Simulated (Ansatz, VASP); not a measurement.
# Cross-check of GaN between VASP and Ansatz

Aim: how closely do two programs agree when they are given the same cell, functional and k mesh? The cell is taken from a series of runs on this material, whose earlier steps may have relaxed, scaled, displaced or heated it; both programs get it as it stands.

Calculated with Ansatz 0.2.0; plane waves, with VASP 6.6.1 beside it; G0W0 gap at LDA.

**1. The starting structure**

Symmetry: I-4m2, No. 119, tetragonal system. The conventional cell has a = 3.123 Å, b = 3.123 Å, c = 4.594 Å, α = 90.00°, β = 90.00°, γ = 90.00°. Nearest to Ga lie 4 N at 1.94 Å. N has 4 Ga at 1.94 Å nearest. Farther neighbours and most contacts between anions are not listed.

**2. VASP: G0W0 gap, LDA**

Quasiparticle shifts depend on high empty states and on the cores, so they are the hardest test of two PAW sets.

Lines of VASP's logs that name or quote its potential files are left out, and so is its time.

The run reads the wave functions of an earlier VASP run, which isn't shown here.

File INCAR:

```
SYSTEM = GaN
PREC = Accurate
ENCUT = 450
ISMEAR = 0
SIGMA = 0.01
LREAL = .FALSE.
GGA = CA
NBANDS = 112
ALGO = EVGW0
NELMGW = 1
ENCUTGW = 160
NOMEGA = 64
PRECFOCK = Fast
NBANDSGW = 32
LWAVE = .FALSE.
LCHARG = .FALSE.
```

File POSCAR:

```
GaN
1.0
    0.0000000000      2.2084305978      2.2969517644
    2.2084305978      0.0000000000      2.2969517644
    2.2084305978      2.2084305978      0.0000000000
Ga N
1 1
Direct
    0.0000000000      0.0000000000      0.0000000000
    0.2500000000      0.2500000000      0.2500000000
```

File KPOINTS:

```
Automatic mesh
0
Gamma
8 8 8
0 0 0
```

PAW data sets: Ga_d_GW and N_GW (LDA family, release 64).

Run with:

```console
mpirun -np 16 vasp_std
```

Numbers of over 12 decimals in the logs are rounded to 6 here.

The log of the run:

```text
[banner, memory and clock lines left out]
running   16 mpi-ranks, on    1 nodes
 distrk:  each k-point on   16 cores,    1 groups
 distr:  one band on    1 cores,   16 groups

 POSCAR found type information on POSCAR GaN
 POSCAR found :  2 types and       2 ions
|                                                                             |
|           W    W    AA    RRRRR   N    N  II  N    N   GGGG   !!!           |
|           W    W   A  A   R    R  NN   N  II  NN   N  G    G  !!!           |
|           W    W  A    A  R    R  N N  N  II  N N  N  G       !!!           |
|           W WW W  AAAAAA  RRRRR   N  N N  II  N  N N  G  GGG   !            |
|           WW  WW  A    A  R   R   N   NN  II  N   NN  G    G                |
|           W    W  A    A  R    R  N    N  II  N    N   GGGG   !!!           |
|                                                                             |
|     For optimal performance we recommend to set                             |
|       NCORE = 2 up to number-of-cores-per-socket                            |
|     NCORE specifies how many cores store one orbital (NPAR=cpu/NCORE).      |
|     This setting can greatly improve the performance of VASP for DFT.       |
|     The default, NCORE=1 might be grossly inefficient on modern             |
|     multi-core architectures or massively parallel machines. Do your        |
|     Unfortunately you need to use the default for GW and RPA                |
|     calculations (for HF NCORE is supported but not extensively tested      |
|     yet).                                                                   |
|                                                                             |

|                                                                             |
|           W    W    AA    RRRRR   N    N  II  N    N   GGGG   !!!           |
|           W    W   A  A   R    R  NN   N  II  NN   N  G    G  !!!           |
|           W    W  A    A  R    R  N N  N  II  N N  N  G       !!!           |
|           W WW W  AAAAAA  RRRRR   N  N N  II  N  N N  G  GGG   !            |
|           WW  WW  A    A  R   R   N   NN  II  N   NN  G    G                |
|           W    W  A    A  R    R  N    N  II  N    N   GGGG   !!!           |
|                                                                             |
|     The default for ENCUTGWSOFT is different in this version of VASP.       |
|     please manually set ENCUTGWSOFT =160 in the INCAR file.                 |
|                                                                             |

 LDA part: xc-table for (Slater(with rela. corr.)+CA(PZ))
 , standard interpolation
 found WAVECAR, reading the header
 POSCAR, INCAR and KPOINTS ok, starting setup
 FFT: planning ... GRIDC
 FFT: planning ... GRID_SOFT
 FFT: planning ... GRID
 reading WAVECAR
 the WAVECAR file was read successfully
 initial charge from wavefunction
 available memory per node:     33.89 GB, setting MAXMEM to     34701

 The Fermi energy was updated, please check that it is located mid-gap
 values below the HOMO (VB) or above the LUMO (CB) will cause erroneous energies
 E-fermi :   6.0373

 calculate exact exchange contribution
 the WAVEDER file was read successfully
energies w=
    0.000    0.000    0.513    0.000    1.025    0.000    1.534    0.000
    2.041    0.000    2.542    0.000    3.039    0.000    3.530    0.000
    4.015    0.000    4.494    0.000    4.965    0.000    5.430    0.000
    5.889    0.000    6.342    0.000    6.789    0.000    7.231    0.000
    7.668    0.000    8.101    0.000    8.531    0.000    8.959    0.000
    9.385    0.000    9.810    0.000   10.235    0.000   10.662    0.000
   11.091    0.000   11.524    0.000   11.961    0.000   12.404    0.000
   12.854    0.000   13.313    0.000   13.782    0.000   14.263    0.000
   14.758    0.000   15.269    0.000   15.799    0.000   16.349    0.000
   16.924    0.000   17.525    0.000   18.158    0.000   18.827    0.000
   19.536    0.000   20.292    0.000   21.101    0.000   21.972    0.000
   22.915    0.000   23.941    0.000   25.065    0.000   26.303    0.000
   27.677    0.000   29.214    0.000   30.948    0.000   32.922    0.000
   35.192    0.000   37.834    0.000   40.949    0.000   44.678    0.000
   49.224    0.000   54.888    0.000   62.136    0.000   71.731    0.000
   85.016    0.000  104.595    0.000  136.257    0.000  196.023    0.000
 responsefunction array rank=     128
 LDA part: xc-table for (Slater(with rela. corr.)+CA(PZ))
 , standard interpolation

 min. memory requirement per mpi rank    402.5 MB, per node   6440.2 MB

[...]
performed      43260000 updates of chi_q(r,r)
 total number of BLAS operations       3738.58 Gflops
NQ=  16   -0.3750    0.2500    0.0000,
|.........|.........|.........|.........|.........|.........|.........|.........
 performed      46589000 updates of chi_q(r,r)
 total number of BLAS operations       4010.26 Gflops
NQ=  17   -0.2500    0.2500    0.0000,
|.........|.........|.........|.........|.........|.........|.........|.........
 performed      49115000 updates of chi_q(r,r)
 total number of BLAS operations       4200.41 Gflops
NQ=  18    0.3750    0.3750    0.0000,
|.........|.........|.........|.........|.........|.........|.........|.........
 performed      50888000 updates of chi_q(r,r)
[...]
|.........|.........|.........|.........|.........|.........|.........|.........
 performed     100369000 updates of chi_q(r,r)
 total number of BLAS operations       8487.57 Gflops
NQ=  32   -0.2500    0.2500    0.1250,
|.........|.........|.........|.........|.........|.........|.........|.........
 performed     104988000 updates of chi_q(r,r)
 total number of BLAS operations       8872.04 Gflops
NQ=  33   -0.1250    0.2500    0.1250,
|.........|.........|.........|.........|.........|.........|.........|.........
 performed     108345000 updates of chi_q(r,r)
 total number of BLAS operations       9151.51 Gflops
NQ=  34    0.5000    0.3750    0.1250,
|.........|.........|.........|.........|.........|.........|.........|.........
 performed     112046000 updates of chi_q(r,r)
 total number of BLAS operations       9459.61 Gflops
NQ=  35   -0.3750    0.3750    0.1250,
|.........|.........|.........|.........|.........|.........|.........|.........
 performed     116665000 updates of chi_q(r,r)
 total number of BLAS operations       9836.58 Gflops
NQ=  36   -0.2500    0.3750    0.1250,
|.........|.........|.........|.........|.........|.........|.........|.........
 performed     120022000 updates of chi_q(r,r)
 total number of BLAS operations      10110.60 Gflops
NQ=  37   -0.3750    0.5000    0.1250,
|.........|.........|.........|.........|.........|.........|.........|.........
 performed     122541000 updates of chi_q(r,r)
 total number of BLAS operations      10328.56 Gflops
NQ=  38    0.2500    0.0000    0.2500,
|.........|.........|.........|.........|.........|.........|.........|.........
 performed     125060000 updates of chi_q(r,r)
 total number of BLAS operations      10534.14 Gflops
NQ=  39    0.3750   -0.0000    0.2500,
|.........|.........|.........|.........|.........|.........|.........|.........
 performed     129679000 updates of chi_q(r,r)
 total number of BLAS operations      10918.61 Gflops
NQ=  40    0.5000    0.0000    0.2500,
|.........|.........|.........|.........|.........|.........|.........|.........
 performed     134298000 updates of chi_q(r,r)
 total number of BLAS operations      11326.03 Gflops
NQ=  41   -0.3750   -0.0000    0.2500,
|.........|.........|.........|.........|.........|.........|.........|.........
 performed     138917000 updates of chi_q(r,r)
 total number of BLAS operations      11718.07 Gflops
NQ=  42   -0.2500   -0.0000    0.2500,
|.........|.........|.........|.........|.........|.........|.........|.........
 performed     142618000 updates of chi_q(r,r)
 total number of BLAS operations      12020.17 Gflops
NQ=  43    0.3750    0.1250    0.2500,
|.........|.........|.........|.........|.........|.........|.........|.........
 performed     146319000 updates of chi_q(r,r)
 total number of BLAS operations      12304.58 Gflops
NQ=  44    0.5000    0.1250    0.2500,
|.........|.........|.........|.........|.........|.........|.........|.........
 performed     150938000 updates of chi_q(r,r)
 total number of BLAS operations      12689.05 Gflops
NQ=  45   -0.3750    0.1250    0.2500,
|.........|.........|.........|.........|.........|.........|.........|.........
 performed     154639000 updates of chi_q(r,r)
 total number of BLAS operations      13009.36 Gflops
NQ=  46   -0.3750    0.3750    0.2500,
|.........|.........|.........|.........|.........|.........|.........|.........
 performed     158340000 updates of chi_q(r,r)
 total number of BLAS operations      13323.53 Gflops
NQ=  47   -0.2500    0.3750    0.2500,
|.........|.........|.........|.........|.........|.........|.........|.........
 performed     162959000 updates of chi_q(r,r)
 total number of BLAS operations      13730.95 Gflops
NQ=  48   -0.1250    0.3750    0.2500,
|.........|.........|.........|.........|.........|.........|.........|.........
 performed     166316000 updates of chi_q(r,r)
 total number of BLAS operations      14021.49 Gflops
NQ=  49   -0.2500    0.5000    0.2500,
|.........|.........|.........|.........|.........|.........|.........|.........
 performed     168835000 updates of chi_q(r,r)
 total number of BLAS operations      14231.15 Gflops
NQ=  50    0.3750    0.0000    0.3750,
|.........|.........|.........|.........|.........|.........|.........|.........
 performed     171354000 updates of chi_q(r,r)
 total number of BLAS operations      14466.21 Gflops
NQ=  51    0.5000    0.0000    0.3750,
|.........|.........|.........|.........|.........|.........|.........|.........
 performed     175973000 updates of chi_q(r,r)
 total number of BLAS operations      14865.90 Gflops
NQ=  52   -0.3750    0.0000    0.3750,
|.........|.........|.........|.........|.........|.........|.........|.........
 performed     179674000 updates of chi_q(r,r)
 total number of BLAS operations      15174.01 Gflops
NQ=  53    0.5000    0.1250    0.3750,
|.........|.........|.........|.........|.........|.........|.........|.........
 performed     183375000 updates of chi_q(r,r)
 total number of BLAS operations      15488.18 Gflops
NQ=  54   -0.3750    0.1250    0.3750,
|.........|.........|.........|.........|.........|.........|.........|.........
 performed     187994000 updates of chi_q(r,r)
 total number of BLAS operations      15903.40 Gflops
NQ=  55   -0.2500    0.1250    0.3750,
|.........|.........|.........|.........|.........|.........|.........|.........
 performed     191695000 updates of chi_q(r,r)
 total number of BLAS operations      16229.90 Gflops
NQ=  56   -0.1250    0.5000    0.3750,
|.........|.........|.........|.........|.........|.........|.........|.........
 performed     194214000 updates of chi_q(r,r)
 total number of BLAS operations      16447.86 Gflops
NQ=  57    0.5000    0.0000    0.5000,
|.........|.........|.........|.........|.........|.........|.........|.........
 performed     195994000 updates of chi_q(r,r)
 total number of BLAS operations      16614.03 Gflops
NQ=  58   -0.3750    0.1250    0.5000,
|.........|.........|.........|.........|.........|.........|.........|.........
 performed     198376000 updates of chi_q(r,r)
 total number of BLAS operations      16820.21 Gflops
NQ=  59   -0.2500    0.2500    0.5000,
|.........|.........|.........|.........|.........|.........|.........|.........
 performed     200056000 updates of chi_q(r,r)
 total number of BLAS operations      16977.01 Gflops
 resolving degeneracies of screened two electron integrals

 calculate QP shifts <psi_nk| G(iteration)W_0 |psi_nk>: iteration 1
 entering main loop
```

From OUTCAR (step 2):

```text
ion  position               nearest neighbor table
   1  0.000  0.000  0.000-   2 1.94   2 1.94   2 1.94   2 1.94
   2  0.250  0.250  0.250-   1 1.94   1 1.94   1 1.94   1 1.94

  LATTYP: Found a body centered tetragonal cell.
 ALAT       =     3.1231925030
 C/A-ratio  =     1.4708998963

 Subroutine GETGRP returns: Found  8 space group operations
 (whereof  8 operations were pure point group operations)

The static configuration has the point symmetry D_2d.

 Found     59 irreducible k-points:

   k-points           NKPTS =     59   k-points in BZ     NKDIM =    512   number of bands    NBANDS=    112

   dimension x,y,z NGX =    24 NGY =   24 NGZ =   24
   dimension x,y,z NGXF=    48 NGYF=   48 NGZF=   48

   ENCUT  =  450.0 eV  33.07 Ry    5.75 a.u.   5.51  5.51  5.40*2*pi/ulx,y,z

   NELECT =      18.0000    total number of electrons

  energy-cutoff  :      450.00
  volume of cell :       22.41
      direct lattice vectors                 reciprocal lattice vectors
     0.000000000  2.208430598  2.296951764    -0.226405122  0.226405122  0.217679800
     2.208430598  0.000000000  2.296951764     0.226405122 -0.226405122  0.217679800
     2.208430598  2.208430598  0.000000000     0.226405122  0.226405122 -0.217679800

 k-points in reciprocal lattice and weights: Automatic mesh
   0.00000000  0.00000000  0.00000000       0.002
   0.12500000  0.00000000  0.00000000       0.016
   0.25000000  0.00000000  0.00000000       0.016
   0.37500000  0.00000000  0.00000000       0.016
   0.50000000  0.00000000  0.00000000       0.008
   0.12500000  0.12500000  0.00000000       0.004
   0.25000000  0.12500000  0.00000000       0.016
   0.37500000  0.12500000  0.00000000       0.016
   0.50000000  0.12500000  0.00000000       0.016
[...]
-0.37500000  0.12500000  0.50000000       0.008
  -0.25000000  0.25000000  0.50000000       0.004

 E-fermi :   6.0373

 QP shifts <psi_nk| G(iteration)W_0 |psi_nk>: iteration 1
 for sc-GW calculations column KS-energies equals QP-energies in previous step
 and V_xc(KS)=  KS-energies - (<T + V_ion + V_H > + <T+V_H+V_ion>^1  + <V_x>^1)
 k-point   1 :       0.0000    0.0000    0.0000
  band No.  KS-energies  QP-energies   sigma(KS)   V_xc(KS)     V^pw_x(r,r')   Z            occupation Imag(sigma)
    ...
      6      -8.2290     -11.0543     -25.8101     -21.9824     -35.1605       0.7381       2.0000       0.1216
      7       4.9273       4.4562     -18.5479     -17.9357     -21.3095       0.7694       2.0000       0.0595
      8       5.1299       4.6672     -18.5660     -17.9645     -21.3469       0.7692       2.0000       0.0594
      9       5.1299       4.6672     -18.5660     -17.9645     -21.3469       0.7692       2.0000       0.0594
     10       6.9448       7.6909     -12.8211     -13.7519      -9.3010       0.8016       0.0000      -0.0312
     11      15.2804      16.3500     -10.6687     -12.0120      -5.4491       0.7963       0.0000      -0.0803
     12      15.2804      16.3500     -10.6687     -12.0120      -5.4491       0.7963       0.0000      -0.0803
     13      15.3861      16.4623     -10.7254     -12.0735      -5.5268       0.7983       0.0000      -0.0771
    ...

 k-point   2 :       0.1250    0.0000    0.0000
  band No.  KS-energies  QP-energies   sigma(KS)   V_xc(KS)     V^pw_x(r,r')   Z            occupation Imag(sigma)
    ...
      6      -8.2328     -11.0483     -25.7791     -21.9598     -35.1312       0.7372       2.0000       0.1228
      7       3.5420       2.9794     -17.3042     -16.5703     -20.1041       0.7666       2.0000       0.0635
      8       4.8156       4.3284     -18.3968     -17.7628     -21.2029       0.7685       2.0000       0.0601
      9       4.9761       4.4987     -18.4300     -17.8089     -21.2451       0.7686       2.0000       0.0600
     10       8.0544       8.8620     -13.5725     -14.5930     -10.0474       0.7914       0.0000      -0.0311
     11      14.5678      15.6669     -10.9266     -12.3097      -5.7685       0.7946       0.0000      -0.0770
     12      15.5637      16.6456     -10.8093     -12.1754      -5.5017       0.7919       0.0000      -0.0893
     13      15.5832      16.6672     -10.8582     -12.2255      -5.5762       0.7928       0.0000      -0.0858
    ...

 k-point   3 :       0.2500    0.0000    0.0000
  band No.  KS-energies  QP-energies   sigma(KS)   V_xc(KS)     V^pw_x(r,r')   Z            occupation Imag(sigma)
    ...
      6      -8.1653     -10.6491     -24.0311     -20.6399     -33.0274       0.7324       2.0000       0.2691
      7       1.1585       0.4144     -16.5062     -15.5097     -20.1169       0.7468       2.0000       0.0982
      8       4.4099       3.8843     -18.1031     -17.4182     -20.9925       0.7673       2.0000       0.0620
      9       4.6366       4.1295     -18.1608     -17.4997     -21.0469       0.7670       2.0000       0.0615
     10       9.2091      10.1525     -12.8744     -14.0657      -8.7353       0.7919       0.0000      -0.0410
     11      13.7436      14.8683     -11.8900     -13.3355      -6.7223       0.7781       0.0000      -0.0807
     12      15.6853      16.7376     -10.9553     -12.2891      -5.6406       0.7890       0.0000      -0.0982
     13      15.9313      17.0005     -10.9449     -12.3037      -5.5428       0.7869       0.0000      -0.1074
    ...

 k-point   4 :       0.3750    0.0000    0.0000
  band No.  KS-energies  QP-energies   sigma(KS)   V_xc(KS)     V^pw_x(r,r')   Z            occupation Imag(sigma)
    ...
      6      -7.4118      -9.5528     -22.4992     -19.5728     -30.9886       0.7316       2.0000       0.3915
      7      -1.0913      -1.8612     -15.3907     -14.3294     -19.6118       0.7255       2.0000       0.1725
      8       4.0460       3.4924     -17.8566     -17.1339     -20.8093       0.7660       2.0000       0.0638
      9       4.3335       3.8044     -17.9451     -17.2538     -20.8872       0.7655       2.0000       0.0631
     10       9.6571      10.6412     -12.0406     -13.2687      -7.7147       0.8013       0.0000      -0.0447
     11      13.6592      14.7721     -12.8639     -14.3370      -7.4584       0.7555       0.0000      -0.0963
     12      15.3488      16.3359     -10.8505     -12.0973      -5.6738       0.7917       0.0000      -0.0953
     13      15.8172      16.8276     -10.8320     -12.1107      -5.5354       0.7902       0.0000      -0.1098
    ...

[... 4 further parts left out ...]
```

(Part 1 of 2 ends here.)

[Lines on the potential files, build, host, timing and source positions are cut from VASP's logs without a mark.]

[Logs are printed without paths, hosts, clocks, repeated set-up lines and the standing remarks that a program may print on its own settings, such as how far it seeks lower states.]

[Hosts, paths, dates, database ids (printed as entryN), source tags and the programs' standing remarks are cut or masked in the printed files.]
